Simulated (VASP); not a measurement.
# GaN (F-43m) under biaxial strain in the (110) plane

Strain engineering needs slopes: what does biaxial strain in the (110) plane do to the lattice and the band edges of GaN?

Main program and level: VASP 6.6.1; LDA; plane waves and PAW (Ga_d, N); cell typed or built by script, in the first sound run; inputs show where later runs differ.

## (1) Starting point

It takes space group F-43m (No. 216, cubic). Conventional cell: a = 4.500 Å, b = 4.500 Å, c = 4.500 Å, α = 90.00°, β = 90.00°, γ = 90.00°. Nearest to Ga lie 4 N at 1.95 Å. Nearest to N lie 4 Ga at 1.95 Å. Farther neighbours and most contacts between anions are not listed.

As a file:

```xyz
2
Lattice="0.0000 2.2500 2.2500 2.2500 0.0000 2.2500 2.2500 2.2500 0.0000" Properties=species:S:1:pos:R:3 pbc="T T T"
Ga    0.0000    0.0000    0.0000
N     1.1250    1.1250    1.1250
```

## (2) Relax the crystal, LDA

The series starts from the cell that this level prefers, so that zero strain is near zero stress.

This step took 2 runs in a row; the last is shown.

Level: LDA; plane waves and PAW (Ga_d, N); cell typed or built by script.

Input file INCAR:

```
SYSTEM = GaN
PREC = Accurate
ENCUT = 600
EDIFF = 1E-07
NELM = 120
ISMEAR = 0
SIGMA = 0.02
LREAL = .FALSE.
ALGO = Normal
GGA = CA
NBANDS = 15
LASPH = .TRUE.
LORBIT = 11
LWAVE = .FALSE.
LCHARG = .FALSE.
KPAR = 12
IBRION = 2
NSW = 40
ISIF = 3
EDIFFG = -0.005
POTIM = 0.4
```

Input file POSCAR:

```
GaN
1.0
    0.0000000000      2.2313343091      2.2313343091
    2.2313343091      0.0000000000      2.2313343091
    2.2313343091      2.2313343091      0.0000000000
Ga N
1 1
Direct
    0.0000000000      0.0000000000      0.0000000000
    0.2500000000      0.2500000000      0.2500000000
```

Input file KPOINTS:

```
Automatic mesh
0
Gamma
11 11 11
0 0 0
```

Potentials, in the order of the species: Ga_d and N (LDA family, release 64).

On the command line:

```bash
$ mpirun -np 12 vasp_std
```

What it wrote:

```text
[banner, memory and clock lines left out]
running   12 mpi-ranks, on    1 nodes
[...]
|                                                                             |
|           W    W    AA    RRRRR   N    N  II  N    N   GGGG   !!!           |
|           W    W   A  A   R    R  NN   N  II  NN   N  G    G  !!!           |
|           W    W  A    A  R    R  N N  N  II  N N  N  G       !!!           |
|           W WW W  AAAAAA  RRRRR   N  N N  II  N  N N  G  GGG   !            |
|           WW  WW  A    A  R   R   N   NN  II  N   NN  G    G                |
|           W    W  A    A  R    R  N    N  II  N    N   GGGG   !!!           |
|                                                                             |
|     For optimal performance we recommend to set                             |
|       NCORE = 2 up to number-of-cores-per-socket                            |
|     NCORE specifies how many cores store one orbital (NPAR=cpu/NCORE).      |
|     This setting can greatly improve the performance of VASP for DFT.       |
[...]
|     Unfortunately you need to use the default for GW and RPA                |
|     calculations (for HF NCORE is supported but not extensively tested      |
|     yet).                                                                   |
|                                                                             |

 LDA part: xc-table for (Slater(with rela. corr.)+CA(PZ))
 , standard interpolation
 POSCAR, INCAR and KPOINTS ok, starting setup
[...]
entering main loop
       N       E                     dE             d eps       ncg     rms          rms(c)
DAV:   1     0.857532580153E+02    0.85753E+02   -0.10353E+04  1880   0.234E+03
DAV:   2    -0.962955588987E+01   -0.95383E+02   -0.88750E+02  1925   0.361E+02
DAV:   3    -0.159400123772E+02   -0.63105E+01   -0.62836E+01  1827   0.774E+01
DAV:   4    -0.160128846994E+02   -0.72872E-01   -0.72858E-01  2165   0.873E+00
[...]
DAV:  11    -0.139446167820E+02    0.68215E-04   -0.22576E-04  2527   0.281E-01    0.128E-02
DAV:  12    -0.139446187308E+02   -0.19488E-05   -0.17683E-05  1939   0.487E-02    0.284E-03
DAV:  13    -0.139446186893E+02    0.41504E-07   -0.66328E-07  2552   0.156E-02
   1 F= -.13944619E+02 E0= -.13944619E+02  d E =-.139446E+02
[...]
reached required accuracy - stopping structural energy minimisation
```

Elapsed: 6 s, on 12 MPI ranks of Intel Xeon Platinum 8259CL at 2.50GHz (Skylake/Cascade Lake), shared host; peak memory 1.8 GiB.

Lines that name or quote the potential files are left out of all logs, and their timing lines are given in words.

Parts of OUTCAR (step 2):

```text
  Total        0.0013547      0.0013547      0.0013547      0.0000000      0.0000000      0.0000000
  in kB        0.0976821      0.0976821      0.0976821      0.0000000      0.0000000      0.0000000
  external PRESSURE =       0.0976821 kB  Pullay stress =       0.0000000 kB

 POSITION                                       TOTAL-FORCE (eV/Angst)
 -----------------------------------------------------------------------------------
      0.00000      0.00000      0.00000         0.000000      0.000000      0.000000
      1.11567      1.11567      1.11567        -0.000000     -0.000000     -0.000000
 -----------------------------------------------------------------------------------
    total drift:                               -0.000000     -0.000000      0.000000

  FREE ENERGIE OF THE ION-ELECTRON SYSTEM (eV)
  ---------------------------------------------------
  free  energy   TOTEN  =       -13.9446186893 eV

  energy  without entropy=      -13.9446186893  energy(sigma->0) =      -13.94461869

 reached required accuracy - stopping structural energy minimisation

[... 3 further parts left out ...]
[key lines of the parts left out:]
E-fermi :   5.4486
```

This run gave:

- energy(sigma→0) of the program: -13.9446 eV
- stress, compression positive: 0.01 along [110], 0.01 across it (mean), GPa
- volume: 22.219 Å³
- ionic steps: 1

## (3) Strain along the normal, LDA

One member in full: the plane is strained by 2 %, and the strain along the normal is moved by secant steps until the normal stress is under 0.012 GPa or five steps are spent; the atoms relax at each step.

This step took 3 runs, each at a new trial strain with the atoms of the one before; the last is shown.

Level: LDA; plane waves and PAW (Ga_d, N); cell typed or built by script.

Edit INCAR of step 2 so:

```diff
@@ -15,7 +15,7 @@
 LCHARG = .FALSE.
-KPAR = 12
-IBRION = 2
-NSW = 40
-ISIF = 3
-EDIFFG = -0.005
-POTIM = 0.4
+KPAR = 3
+IBRION = 1
+NSW = 25
+ISIF = 2
+EDIFFG = -0.004
+POTIM = 0.3
```

Input file POSCAR:

```
GaN
1.0
   -0.0340489260      2.2419120690      2.2759609950
    2.2419120690     -0.0340489260      2.2759609950
    2.2078631440      2.2078631440      0.0000000000
Ga N
1 1
Direct
    0.9979773866      0.9979773866      0.0020226134
    0.2520226134      0.2520226134      0.2479773866
```

KPOINTS is that of step 2.

On the command line:

```bash
$ mpirun -np 3 vasp_std
```

What it wrote:

```text
[banner, memory and clock lines left out]
running    3 mpi-ranks, on    1 nodes
[...]
LDA part: xc-table for (Slater(with rela. corr.)+CA(PZ))
 , standard interpolation
 POSCAR, INCAR and KPOINTS ok, starting setup
[...]
entering main loop
       N       E                     dE             d eps       ncg     rms          rms(c)
DAV:   1     0.895065948677E+02    0.89507E+02   -0.10201E+04  7131   0.233E+03
DAV:   2    -0.925539966073E+01   -0.98762E+02   -0.91499E+02  7376   0.365E+02
DAV:   3    -0.158575898105E+02   -0.66022E+01   -0.65696E+01  7285   0.787E+01
DAV:   4    -0.159344944855E+02   -0.76905E-01   -0.76886E-01  8141   0.901E+00
[...]
DAV:  11    -0.139220355999E+02    0.88074E-04   -0.27433E-04  9922   0.321E-01    0.242E-02
DAV:  12    -0.139220374290E+02   -0.18291E-05   -0.18821E-05  7201   0.463E-02    0.890E-03
DAV:  13    -0.139220373639E+02    0.65100E-07   -0.70146E-07 10130   0.120E-02
   1 F= -.13922037E+02 E0= -.13922037E+02  d E =-.139220E+02
 BRION: g(F)=  0.228E-05 g(S)=  0.000E+00
[...]
N       E                     dE             d eps       ncg     rms          rms(c)
DAV:   1    -0.139220385043E+02   -0.10753E-05   -0.25464E-04  6666   0.130E-01    0.183E-03
DAV:   2    -0.139220388415E+02   -0.33726E-06   -0.39872E-06  7887   0.213E-02    0.922E-04
DAV:   3    -0.139220388253E+02    0.16280E-07   -0.56250E-08  5703   0.360E-03
   2 F= -.13922039E+02 E0= -.13922039E+02  d E =-.146133E-05
 BRION: g(F)=  0.153E-06 g(S)=  0.000E+00 retain N=  1 mean eig= 1.35
 eig:   1.350
 reached required accuracy - stopping structural energy minimisation
```

The job ended after 44 s (3 MPI ranks; peak memory 0.6 GiB; 1.8 min of CPU time).

OUTCAR, selected parts (step 3):

```text
  Total       -0.6815580     -0.6815580     -0.9869635      0.6831815      0.0000000      0.0000000
  in kB      -47.7399167    -47.7399167    -69.1321244     47.8536314      0.0000000      0.0000000
  external PRESSURE =     -54.8706526 kB  Pullay stress =       0.0000000 kB

 POSITION                                       TOTAL-FORCE (eV/Angst)
 -----------------------------------------------------------------------------------
      2.20786      2.20786      4.54253         0.000000      0.000000     -0.001626
      1.10393      1.10393      1.14737        -0.000000     -0.000000      0.001626
 -----------------------------------------------------------------------------------
    total drift:                               -0.000000     -0.000000      0.000455

  FREE ENERGIE OF THE ION-ELECTRON SYSTEM (eV)
  ---------------------------------------------------
  free  energy   TOTEN  =       -13.9220388253 eV

  energy  without entropy=      -13.9220388253  energy(sigma->0) =      -13.92203883

[... 1 part as in an earlier step ...]

[... 3 further parts left out ...]
[key lines of the parts left out:]
E-fermi :   5.3448
```

Numbers from this step:

* energy(sigma→0) of the program: -13.9220 eV
* stress, compression positive: 0.01 along [110], -8.24 across it (mean), GPa
* ionic steps: 2

## (4) Band edges, TB-mBJ with spin-orbit coupling

Short lines in KPOINTS_OPT sample the zone centre along and across the normal of the plane, for masses, and the other valleys.

Level: TB-mBJ, spin-orbit coupling; plane waves and PAW (Ga_d, N); cell typed or built by script.

TB-mBJ has no energy functional, so the total energy, stress and pressure in this output mean nothing.

Input file INCAR:

```
SYSTEM = GaN
PREC = Accurate
ENCUT = 600
EDIFF = 1E-06
NELM = 150
ISMEAR = 0
SIGMA = 0.02
LREAL = .FALSE.
ALGO = Normal
METAGGA = MBJ
LASPH = .TRUE.
LNONCOLLINEAR = .TRUE.
MAGMOM = 0 0 0 0 0 0
NBANDS = 28
GGA_COMPAT = .FALSE.
LSORBIT = .TRUE.
LWAVE = .FALSE.
LCHARG = .FALSE.
KPAR = 3
```

Input file POSCAR:

```
GaN
1.0
   -0.0340489260      2.2419120690      2.2759609950
    2.2419120690     -0.0340489260      2.2759609950
    2.2078631440      2.2078631440      0.0000000000
Ga N
1 1
Direct
    0.9979374636      0.9979374636      0.0020625364
    0.2520625364      0.2520625364      0.2479374636
```

Input file KPOINTS:

```
Automatic mesh
0
Gamma
9 9 9
0 0 0
```

Input file KPOINTS_OPT:

```
Line mode
6
Line-mode
Reciprocal
  0.00000000   0.00000000   0.00000000
  0.01242360   0.01242360   0.02484719

  0.00000000   0.00000000   0.00000000
 -0.01280678   0.01280678  -0.00000000

  0.31000000   0.31000000   0.00000000
  0.50000000   0.50000000   0.00000000

  0.00000000   0.31000000   0.31000000
  0.00000000   0.50000000   0.50000000

  0.45000000   0.45000000   0.45000000
  0.50000000   0.50000000   0.50000000

  0.45000000   0.00000000   0.00000000
  0.50000000   0.00000000   0.00000000

  0.42500000   0.42500000   0.00000000
  0.42472905   0.44284057   0.01756962

  0.50000000   0.50000000   0.50000000
  0.48719322   0.51280678   0.50000000
```

On the command line:

```bash
$ mpirun -np 3 vasp_ncl
```

What it wrote:

```text
[banner, memory and clock lines left out]
running    3 mpi-ranks, on    1 nodes
[...]
|                                                                             |
|               ----> ADVICE to this user running VASP <----                  |
|                                                                             |
|     You enforced a specific xc type in the INCAR file but a different       |
|     [... a line on the potential file left out ...]
|     I HOPE YOU KNOW WHAT YOU ARE DOING!                                     |
|                                                                             |

 LDA part: xc-table for (None), standard interpolation
 POSCAR, INCAR and KPOINTS ok, starting setup
[...]
entering main loop
       N       E                     dE             d eps       ncg     rms          rms(c)
DAV:   1     0.126976010744E+03    0.12698E+03   -0.93780E+03 14664   0.252E+03
DAV:   2    -0.138509423873E+02   -0.14083E+03   -0.13071E+03 13308   0.497E+02
DAV:   3    -0.330467458986E+02   -0.19196E+02   -0.18835E+02 14508   0.141E+02
DAV:   4    -0.336858318641E+02   -0.63909E+00   -0.63646E+00 14260   0.271E+01
[...]
DAV:  45    -0.294577125258E+02    0.23739E-05   -0.20191E-11  6352   0.660E-05    0.193E-06
DAV:  46    -0.294577108151E+02    0.17107E-05   -0.13344E-11  6372   0.448E-05    0.268E-06
DAV:  47    -0.294577099156E+02    0.89956E-06   -0.48088E-12  6360   0.334E-05
   1 F= -.29457710E+02 E0= -.29457710E+02  d E =-.157365E-13  mag=    -0.0000     0.0000    -0.0000
 Start KPOINTS_OPT (optional k-point list driver)
k-point batch [1-48\48]
       N       E                     dE             ncg
DAV:   1     0.476372249521E+04   -0.21656E+05     3152
DAV:   2    -0.201293630978E+04   -0.67767E+04     2856
DAV:   3    -0.285181332691E+04   -0.83888E+03     3188
DAV:   4    -0.287618475044E+04   -0.24371E+02     2996
DAV:   5    -0.287661803097E+04   -0.43328E+00     3160
DAV:   6    -0.287663695315E+04   -0.18922E-01     3624
DAV:   7    -0.287663726778E+04   -0.31463E-03     3324
DAV:   8    -0.287663727229E+04   -0.45032E-05     2384
DAV:   9    -0.287663727250E+04   -0.21910E-06     1752
```

Wall time 21 min (3 MPI ranks); peak memory 1.9 GiB; 51 min of CPU time.

Parts of OUTCAR (step 4):

```text
  LATTYP: Found a body centered orthorhombic cell.
 ALAT       =     3.1223900021
 B/A-ratio  =     1.0308433298
 C/A-ratio  =     1.4578326176

 Subroutine GETGRP returns: Found  4 space group operations
 (whereof  4 operations were pure point group operations)

The static configuration has the point symmetry C_2v.

 Found    225 irreducible k-points:

   k-points           NKPTS =    225   k-points in BZ     NKDIM =    225   number of bands    NBANDS=     28

   dimension x,y,z NGX =    28 NGY =   28 NGZ =   28
   dimension x,y,z NGXF=    56 NGYF=   56 NGZF=   56

   ENCUT  =  600.0 eV  44.10 Ry    6.64 a.u.   6.38  6.38  6.24*2*pi/ulx,y,z

   NELECT =      18.0000    total number of electrons

 E-fermi :   6.0257

 k-point     1 :       0.0000    0.0000    0.0000
  band No.  band energies     occupation
    ...
     14       5.7510      1.00000
     15       5.7678      1.00000
     16       5.7678      1.00000
     17       5.9347      1.00000
     18       5.9347      1.00000
     19       8.6651      0.00000
     20       8.6651      0.00000
     21      17.1208      0.00000
     22      17.1208      0.00000
     23      17.5775      0.00000
    ...

 k-point     2 :       0.1111    0.0000    0.0000
  band No.  band energies     occupation
    ...
     14       4.6572      1.00000
     15       5.6437      1.00000
     16       5.6467      1.00000
     17       5.8222      1.00000
     18       5.8259      1.00000
     19       9.5443      0.00000
     20       9.5464      0.00000
     21      16.7108      0.00000
     22      16.7375      0.00000
     23      17.6436      0.00000
    ...

  Total     -113.2517754   -113.2517754   -113.7473847      0.7537925      0.0000000      0.0000000
  in kB    -7932.7510654  -7932.7510654  -7967.4661484     52.7996007      0.0000018      0.0000018
  external PRESSURE =   -7944.3227597 kB  Pullay stress =       0.0000000 kB

 POSITION                                       TOTAL-FORCE (eV/Angst)
 -----------------------------------------------------------------------------------
      2.20786      2.20786      4.54253        -0.000000     -0.000000      0.289796
      1.10393      1.10393      1.14737         0.000000      0.000000     -0.289796
 -----------------------------------------------------------------------------------
    total drift:                                0.000001      0.000001      0.808576

  FREE ENERGIE OF THE ION-ELECTRON SYSTEM (eV)
  ---------------------------------------------------
  free  energy   TOTEN  =       -29.4577099156 eV

  energy  without entropy=      -29.4577099156  energy(sigma->0) =      -29.45770992

 Spin-Orbit-Coupling matrix elements
 Ion:    1  E_soc:     -0.0095739
 Ion:    2  E_soc:     -0.0000806

[... 1 part as in an earlier step ...]

[... 7 further parts left out ...]
```

## (5) Band edges, r2SCAN with spin-orbit coupling

Short lines in KPOINTS_OPT sample the zone centre along and across the normal of the plane, for masses, and the other valleys.

Level: r2SCAN, spin-orbit coupling; plane waves and PAW (Ga_d, N); cell typed or built by script.

Edit INCAR of step 4 so:

```diff
@@ -4,3 +4,3 @@
 EDIFF = 1E-06
-NELM = 150
+NELM = 100
 ISMEAR = 0
@@ -9,3 +9,3 @@
 ALGO = Normal
-METAGGA = MBJ
+METAGGA = R2SCAN
 LASPH = .TRUE.
```

POSCAR is that of step 4.

KPOINTS is that of step 4.

KPOINTS_OPT is that of step 4.

On the command line:

```bash
$ mpirun -np 3 vasp_ncl
```

What it wrote:

```text
[banner, memory and clock lines left out]
running    3 mpi-ranks, on    1 nodes
[...]
[... a notice as in an earlier step ...]

 LDA part: xc-table for (None), standard interpolation
 POSCAR, INCAR and KPOINTS ok, starting setup
[...]
entering main loop
       N       E                     dE             d eps       ncg     rms          rms(c)
DAV:   1     0.407565807808E+01    0.40757E+01   -0.97234E+03 14728   0.264E+03
DAV:   2    -0.141807334473E+03   -0.14588E+03   -0.13609E+03 13172   0.531E+02
DAV:   3    -0.161339322420E+03   -0.19532E+02   -0.19178E+02 14648   0.145E+02
DAV:   4    -0.161972768298E+03   -0.63345E+00   -0.63111E+00 13832   0.276E+01
[...]
DAV:  12    -0.157004436536E+03    0.13713E-03   -0.19631E-04 15316   0.187E-01    0.986E-02
DAV:  13    -0.157004431962E+03    0.45733E-05   -0.23788E-05 13192   0.479E-02    0.892E-02
DAV:  14    -0.157004432628E+03   -0.66564E-06   -0.70666E-07 11428   0.939E-03
   1 F= -.15700443E+03 E0= -.15700443E+03  d E =-.607571E-19  mag=     0.0000    -0.0000     0.0000
 Start KPOINTS_OPT (optional k-point list driver)
k-point batch [1-48\48]
       N       E                     dE             ncg
DAV:   1     0.387750924897E+04   -0.22542E+05     3164
DAV:   2    -0.295651923928E+04   -0.68340E+04     2816
DAV:   3    -0.383929636578E+04   -0.88278E+03     3156
DAV:   4    -0.386749508892E+04   -0.28199E+02     2968
DAV:   5    -0.386796389064E+04   -0.46880E+00     3088
DAV:   6    -0.386798170643E+04   -0.17816E-01     3532
DAV:   7    -0.386798212275E+04   -0.41632E-03     3448
DAV:   8    -0.386798212792E+04   -0.51747E-05     2316
DAV:   9    -0.386798212815E+04   -0.22483E-06     1768
```

Run time: 15 min. Hardware: 3 MPI ranks; peak memory 1.8 GiB.

Parts of OUTCAR (step 5):

```text
  Total        0.1398179      0.1398179     -0.1654000      0.7180559      0.0000000      0.0000000
  in kB        9.7935841      9.7935841    -11.5854841     50.2964194      0.0000000      0.0000000
  external PRESSURE =       2.6672281 kB  Pullay stress =       0.0000000 kB

 POSITION                                       TOTAL-FORCE (eV/Angst)
 -----------------------------------------------------------------------------------
      2.20786      2.20786      4.54253         0.000000      0.000000     -0.012936
      1.10393      1.10393      1.14737        -0.000000     -0.000000      0.012936
 -----------------------------------------------------------------------------------
    total drift:                               -0.000003     -0.000003      0.010352

  FREE ENERGIE OF THE ION-ELECTRON SYSTEM (eV)
  ---------------------------------------------------
  free  energy   TOTEN  =      -157.0044326280 eV

  energy  without entropy=     -157.0044326280  energy(sigma->0) =     -157.00443263

[... 2 parts as in an earlier step ...]

[... 1 further part left out ...]
[key lines of the parts left out:]
E-fermi :   5.3660
```

Numbers from this step:

| Item | Value |
| --- | --- |
| energy(sigma→0) of the program | -157.0044 eV |
| stress, compression positive | 6.01 along [110], -2.60 across it (mean), GPa |

The run ends at a pressure of 0.27 GPa, with forces up to 0.013 eV/Å.

(Part 1 of 2 ends here.)

[Lines on the potential files, build, host, timing and source positions are cut from VASP's logs without a mark.]

[Logs are printed without paths, hosts, clocks, repeated set-up lines and the standing remarks that a program may print on its own settings, such as how far it seeks lower states.]

[Hosts, paths, dates, database ids (printed as entryN), source tags and the programs' standing remarks are cut or masked in the printed files.]

[In band tables of VASP the shares of atoms and orbitals are scaled to a sum of 1 inside the atoms' spheres.]
